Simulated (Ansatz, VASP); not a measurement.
## Bi: VASP beside Ansatz

```xyz
2
Lattice="3.2503 0.0000 0.0000 -1.6251 2.8148 0.0000 0.0000 0.0000 5.1413" Properties=species:S:1:pos:R:3 pbc="T T T"
Bi    0.0000    1.8766    1.2853
Bi    1.6251    0.9383    3.8560
```

Alike in both runs: functional PBEsol; k mesh 12 × 12 × 7; occupations fermi-dirac, width 0.1 eV; no spin polarisation.

Ansatz relaxed the structure, and its values are those at the end. VASP's run is a single point on that final structure, the one shown.

```csv
,VASP,Ansatz
version,VASP 6.6.1,Ansatz 0.2.0
potentials or method,"VASP PAW PBE potentials, release 64 (Bi_d)","PAW with Ansatz's default frozen-core files, scalar-relativistic"
plane-wave cutoff (eV),520,420
valence electrons in the cell,30,30
```

|  | VASP | Ansatz | Ansatz less VASP |
| --- | --- | --- | --- |
| pressure (GPa) | 26.0 | 26.0 | +0.07 |

Caveats: so large a pressure means that the cell lies far from this level's equilibrium, or that cutoff or potentials fall short (VASP); the potentials were made for another functional, which shifts forces and pressure (VASP).
